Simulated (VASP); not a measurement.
# Y (P6_3/mmc) in VASP: further runs

The runs below take Y through single point, with PBEsol.

All numbers are computed with VASP 6.6.1; they aren't measurements. Logs are shortened: lines on timing, memory, paths and dates and some standing lists are left out, and cuts for length are marked.

## 1. Starting point

The structure is hexagonal, space group P6_3/mmc (No. 194). The conventional cell has a = 3.647 Å, b = 3.647 Å, c = 5.731 Å, α = 90.00°, β = 90.00°, γ = 120.00°. Y (site symmetry -6m2) is surrounded by 12 Y at 3.56 to 3.65 Å.

## 2. Single point, PBEsol

The input, INCAR:

```
SYSTEM = Y
PREC     = Normal         ! precision mode
ENCUT    = 450            ! plane-wave cutoff, eV
EDIFF    = 1E-6           ! SCF threshold, eV
ISMEAR   = -1             ! smearing method
SIGMA    = 0.15           ! smearing width, eV
LREAL    = .FALSE.        ! projectors in reciprocal space
LASPH    = .TRUE.         ! aspherical terms in the spheres
NELM     = 100            ! most SCF steps
ALGO     = Normal         ! electronic algorithm
ISIF     = 2              ! what is computed and relaxed
LWAVE    = .FALSE.        ! write WAVECAR
LCHARG   = .FALSE.        ! write CHGCAR
GGA      = PS             ! functional
NBANDS   = 18             ! bands
ADDGRID  = .FALSE.
```

The input, KPOINTS:

```
Automatic mesh
0
G
  13 13 7
  0 0 0
```

The input, POSCAR:

```
Y
1.0
    3.6474000000      0.0000000000      0.0000000000
   -1.8237000000      3.1587410578      0.0000000000
    0.0000000000      0.0000000000      5.7306000000
Y
2
Direct
    0.6666666667      0.3333333333      0.7500000000
    0.3333333333      0.6666666667      0.2500000000
```

Potentials or basis: VASP PAW PBE potentials, release 64 (Y_sv).

Launch:

```sh
$ cat potpaw_PBE.64/Y_sv/POTCAR > POTCAR
$ mpirun -np 1 vasp_std > vasp.out
```

OUTCAR:

```text
SYSTEM = Y
   PREC = Normal
   ENCUT = 450
   EDIFF = 1E-6
   ISMEAR = -1
   LREAL = .FALSE.
   LASPH = .TRUE.
   NELM = 100
   ISIF = 2
   GGA = PS

 Found     84 irreducible k-points:

 Following reciprocal coordinates:
            Coordinates               Weight
  0.000000  0.000000  0.000000      1.000000
  0.076923 -0.000000  0.000000      6.000000
  0.153846  0.000000  0.000000      6.000000
  0.230769 -0.000000  0.000000      6.000000
  0.307692  0.000000  0.000000      6.000000
  0.384615 -0.000000  0.000000      6.000000
   k-points           NKPTS =     84   k-points in BZ     NKDIM =     84   number of bands    NBANDS=     18
   number of dos      NEDOS =    301   number of ions     NIONS =      2
   total plane-waves  NPLWV =  12000
   dimension x,y,z NGX =    20 NGY =   20 NGZ =   30
   dimension x,y,z NGXF=    40 NGYF=   40 NGZF=   60
   ions per type =               2
   NGX,Y,Z   is equivalent  to a cutoff of   9.12,  9.12,  8.70 a.u.
   NGXF,Y,Z  is equivalent  to a cutoff of  18.23, 18.23, 17.41 a.u.
 SYSTEM =  Y
   PREC   = normal    normal or accurate (medium, high low for compatibility)
   ISTART =      0    job   : 0-new  1-cont  2-samecut
   ICHARG =      2    charge: 1-file 2-atom 10-const
   ISPIN  =      1    spin polarized calculation?
   LNONCOLLINEAR =      F non collinear calculations
   LSORBIT =      F    spin-orbit coupling
   LASPH  =      T    aspherical Exc in radial PAW
   ENCUT  =  450.0 eV  33.07 Ry    5.75 a.u.   6.31  6.31  9.91*2*pi/ulx,y,z
   NELM   =    100;   NELMIN=  2; NELMDL= -5     # of ELM steps
   EDIFF  = 0.1E-05   stopping-criterion for ELM
   LREAL  =      F    real-space projection
   EDIFFG = 0.1E-04   stopping-criterion for IOM
   NSW    =      0    number of steps for IOM
   IBRION =     -1    ionic relax: 0-MD 1-quasi-New 2-CG
   NFREE  =      0    steps in history (QN), initial steepest desc. (CG)
   ISIF   =      2    stress and relaxation
   ISYM   =      2    0-nonsym 1-usesym 2-fastsym
   POTIM  = 0.5000    time-step for ionic-motion
   TEBEG  =    0.0;   TEEND  =   0.0 temperature during run
   PSTRESS=    0.0 pullay stress
   NELECT =      22.0000    total number of electrons
   NUPDOWN=      -1.0000    fix difference up-down
   EMIN   =  10.00;   EMAX   =-10.00  energy-range for DOS
   EFERMI =   0.00;   METHOD = LEGACY
   ISMEAR =    -1;   SIGMA  =   0.15  broadening in eV -4-tet -1-fermi 0-gaus
   EFERMI_NEDOS =   21; number of points for ismear=-14 and -15
   IALGO  =     38    algorithm
   IMIX   =      4    mixing-type and parameters
     AMIX     =   0.40;   BMIX     =  1.00
     AMIX_MAG =   1.60;   BMIX_MAG =  1.00
  volume/ion in A,a.u.               =      33.01       222.77
  Fermi-wavevector in a.u.,A,eV,Ry     =   1.134967  2.144777 17.526345  1.288150
  Thomas-Fermi vector in A             =   2.271671
   LORBIT       =      0    0 simple, 1 ext, 2 COOP (PROOUT), +10 PAW based schemes
   GGA     = PS    functional components
   LHFCALC =     F    Hartree Fock is set to
   AEXX    =    0.0000 exact exchange contribution
   IVDW    =     0    specifies the selected vdW correction
   LEPSILON=     F    determine dielectric tensor
   LRPA    =     F    only Hartree local field effects (RPA)
 non-spin polarized calculation
  energy-cutoff  :      450.00
  volume of cell :       66.02
 maximum number of plane-waves:      1444
   NGX = 13   NGY = 13   NGZ = 19

 number of electron      22.0000001 magnetization

 Free energy of the ion-electron system (eV)
  ---------------------------------------------------
  ext. energy  EPLUGINS =         0.00000000
  ---------------------------------------------------
  free energy    TOTEN  =       -13.74931545 eV

  energy without entropy =      -13.49587361  energy(sigma->0) =      -13.62259453

 E-fermi :   2.8624     XC(G=0):  -9.5132

 val. band max:        2.8612283916   @ k =   0.4615   0.0769   0.4286
 cond. band min:       2.8699674963   @ k =   0.3077   0.1538   0.4286
 fundamental gap:      0.0087391047
 Fermi energy:         2.8623580619

 k-point     1 :       0.0000    0.0000    0.0000
  band No.  band energies     occupation
      1     -39.7427      2.00000
      2     -39.6705      2.00000
      3     -20.0397      2.00000
      4     -19.5615      2.00000
      5     -19.5615      2.00000
      6     -19.4732      2.00000
      7     -19.4732      2.00000
      8     -19.4478      2.00000
      9      -1.8330      2.00000
     10       0.9975      1.99999
     11       3.7358      0.00590
     12       4.6031      0.00002
     13       4.6031      0.00002
     14       4.8847      0.00000
     15       5.2011      0.00000
     16       5.2011      0.00000
     17       5.6339      0.00000
     18       5.6339      0.00000

 k-point     2 :       0.0769   -0.0000    0.0000
  band No.  band energies     occupation
      1     -39.7398      2.00000
      2     -39.6695      2.00000
      3     -20.0293      2.00000
      4     -19.5828      2.00000
      5     -19.5688      2.00000
      6     -19.4956      2.00000
      7     -19.4759      2.00000
      8     -19.4527      2.00000
      9      -1.7071      2.00000
     10       1.1169      1.99998
     11       3.6070      0.01387
     12       4.2842      0.00015
     13       4.7199      0.00001
     14       5.0478      0.00000
     15       5.1338      0.00000
     16       5.3112      0.00000
     17       5.4643      0.00000
     18       5.5139      0.00000

 k-point     3 :       0.1538    0.0000    0.0000
  band No.  band energies     occupation
      1     -39.7315      2.00000
      2     -39.6667      2.00000
      3     -19.9991      2.00000
      4     -19.6420      2.00000
      5     -19.5884      2.00000
      6     -19.5567      2.00000
      7     -19.4841      2.00000
      8     -19.4674      2.00000
      9      -1.3437      2.00000
     10       1.4426      1.99984
     11       3.2801      0.11631
     12       3.7903      0.00411
     13       4.7230      0.00001
     14       5.0649      0.00000
     15       5.1312      0.00000
     16       5.2350      0.00000
     17       5.4720      0.00000
     18       5.6339      0.00000

 k-point     4 :       0.2308   -0.0000    0.0000
  band No.  band energies     occupation
      1     -39.7195      2.00000
      2     -39.6632      2.00000
      3     -19.9529      2.00000
      4     -19.7258      2.00000
      5     -19.6397      2.00000
      6     -19.6149      2.00000
      7     -19.4964      2.00000
      8     -19.4917      2.00000
      9      -0.7855      2.00000
     10       1.8462      1.99772
     11       2.8767      0.95217
     12       3.3304      0.08455
     13       4.4050      0.00007
     14       4.8025      0.00000
     15       4.9198      0.00000
     16       5.6215      0.00000
     17       5.9085      0.00000
     18       6.1434      0.00000

 k-point     5 :       0.3077    0.0000    0.0000
  band No.  band energies     occupation
      1     -39.7058      2.00000
      2     -39.6604      2.00000
      3     -19.8964      2.00000
      4     -19.8151      2.00000
      5     -19.7244      2.00000
      6     -19.6420      2.00000
      7     -19.5248      2.00000
      8     -19.5104      2.00000
      9      -0.1074      2.00000
     10       2.0443      1.99148
     11       2.5010      1.83508
     12       3.0416      0.46473
     13       4.3467      0.00010
     14       4.5332      0.00003
     15       4.6425      0.00001
     16       6.3557      0.00000
     17       6.4734      0.00000
     18       6.7860      0.00000

 k-point     6 :       0.3846   -0.0000    0.0000
  band No.  band energies     occupation
      1     -39.6932      2.00000
      2     -39.6593      2.00000
      3     -19.8890      2.00000
      4     -19.8389      2.00000
      5     -19.7923      2.00000
      6     -19.6639      2.00000
      7     -19.5629      2.00000
      8     -19.5224      2.00000
      9       0.5753      2.00000
     10       1.9273      1.99608
     11       2.2194      1.97287
     12       2.8814      0.93658
     13       4.3456      0.00010
     14       4.4418      0.00005
     15       4.6172      0.00002
     16       7.1861      0.00000
     17       7.2019      0.00000
     18       7.4644      0.00000

 [... further k-points ...]

------------------------ aborting loop because EDIFF is reached ----------------------------------------

  FORCE on cell =-STRESS in cart. coord.  units (eV):
  Direction    XX          YY          ZZ          XY          YZ          ZX
  --------------------------------------------------------------------------------------
  -------------------------------------------------------------------------------------
  Total       -0.7945555     -0.7945555     -0.8493159      0.0000000      0.0000000      0.0000000
  in kB      -19.2813442    -19.2813442    -20.6102059      0.0000000      0.0000000      0.0000000
  external PRESSURE =     -19.7242981 kB  Pullay stress =       0.0000000 kB

 VOLUME and BASIS-vectors are now :
 -----------------------------------------------------------------------------
  energy-cutoff  :      450.00
  volume of cell :       66.02
      direct lattice vectors                 reciprocal lattice vectors
     3.647400000  0.000000000  0.000000000     0.274167900  0.158290911  0.000000000
    -1.823700000  3.158741058  0.000000000     0.000000000  0.316581822  0.000000000
     0.000000000  0.000000000  5.730600000     0.000000000  0.000000000  0.174501797

 POSITION                                       TOTAL-FORCE (eV/Angst)
 -----------------------------------------------------------------------------------
      1.82370      1.05291      4.29795         0.000000     -0.000000      0.000000
     -0.00000      2.10583      1.43265        -0.000000      0.000000      0.000000
 -----------------------------------------------------------------------------------
    total drift:                               -0.000000      0.000000     -0.000000

  FREE ENERGIE OF THE ION-ELECTRON SYSTEM (eV)
  ---------------------------------------------------
  free  energy   TOTEN  =       -13.7493154516 eV

  energy  without entropy=      -13.4958736113  energy(sigma->0) =      -13.62259453
```

Wall time 23 s (1 thread of AMD EPYC 9R45 (Zen 5), shared host); peak memory 0.16 GiB.

These settings aren't checked as converged: the numbers below hold their error.

What came out:

```yaml
Free_energy: -13.7493 eV
Pressure: -2.0 GPa
Band_gap_on_the_k_mesh: none (metal or under the smearing width)
```

Caveat: the PAW data sets were made with another functional, which shifts forces and pressure a little.

## 3. Single point, PBEsol

Changes to INCAR since step 2:

```diff
@@ -1,3 +1,3 @@
 SYSTEM = Y
-PREC     = Normal         ! precision mode
+PREC     = Accurate       ! precision mode
 ENCUT    = 450            ! plane-wave cutoff, eV
@@ -6,3 +6,3 @@
 SIGMA    = 0.15           ! smearing width, eV
-LREAL    = .FALSE.        ! projectors in reciprocal space
+LREAL    = Auto         
 LASPH    = .TRUE.         ! aspherical terms in the spheres
```

KPOINTS is that of step 2.

POSCAR is that of step 2.

Potentials or basis: VASP PAW PBE potentials, release 64 (Y_sv).

Launch:

```sh
$ cat potpaw_PBE.64/Y_sv/POTCAR > POTCAR
$ mpirun -np 1 vasp_std > vasp.out
```

It took 72 s on 1 thread of AMD EPYC 9R45 (Zen 5), shared host; peak memory 0.18 GiB.

The run converged, but some of its settings lie outside the range that counts as converged, so its numbers aren't taken as properties of the crystal.

Results:

| Property | Result |
| --- | --- |
| Free energy | -13.7490 eV |
| Pressure | -2.0 GPa |
| Band gap on the k mesh | none (metal or under the smearing width) |

Caveat: the PAW data sets were made with another functional, which shifts forces and pressure a little.

## 4. Single point, PBEsol

Changes to INCAR since step 3:

```diff
@@ -3,6 +3,6 @@
 ENCUT    = 450            ! plane-wave cutoff, eV
-EDIFF    = 1E-6           ! SCF threshold, eV
+EDIFF    = 0.01           ! SCF threshold, eV
 ISMEAR   = -1             ! smearing method
 SIGMA    = 0.15           ! smearing width, eV
-LREAL    = Auto         
+LREAL    = .FALSE.        ! projectors in reciprocal space
 LASPH    = .TRUE.         ! aspherical terms in the spheres
```

KPOINTS is that of step 3.

POSCAR is that of step 3.

Launch:

```sh
$ cat potpaw_PBE.64/Y_sv/POTCAR > POTCAR
$ mpirun -np 1 vasp_std > vasp.out
```

Run time: 25 s. Hardware: 1 thread of AMD EPYC 9R45 (Zen 5), shared host; peak memory 0.2 GiB.

These settings aren't checked as converged: the numbers below hold their error.

What came out:

- Free energy: -13.7492 eV
- Pressure: -0.8 GPa
- Band gap on the k mesh: none (metal or under the smearing width)

Caveat: the PAW data sets were made with another functional, which shifts forces and pressure a little.

## 5. Single point, PBEsol

Changes to INCAR since step 4:

```diff
@@ -3,3 +3,3 @@
 ENCUT    = 450            ! plane-wave cutoff, eV
-EDIFF    = 0.01           ! SCF threshold, eV
+EDIFF    = 0.001          ! SCF threshold, eV
 ISMEAR   = -1             ! smearing method
```

KPOINTS is that of step 4.

POSCAR is that of step 4.

Launch:

```sh
$ cat potpaw_PBE.64/Y_sv/POTCAR > POTCAR
$ mpirun -np 1 vasp_std > vasp.out
```

Run time: 26 s. Hardware: 1 thread of AMD EPYC 9R45 (Zen 5), shared host; peak memory 0.21 GiB.

The run converged, but some of its settings lie outside the range that counts as converged, so its numbers aren't taken as properties of the crystal.

Results:

```
Free energy            : -13.7492 eV
Pressure               : -0.8 GPa
Band gap on the k mesh : none (metal or under the smearing width)
```

Caveat: the PAW data sets were made with another functional, which shifts forces and pressure a little.
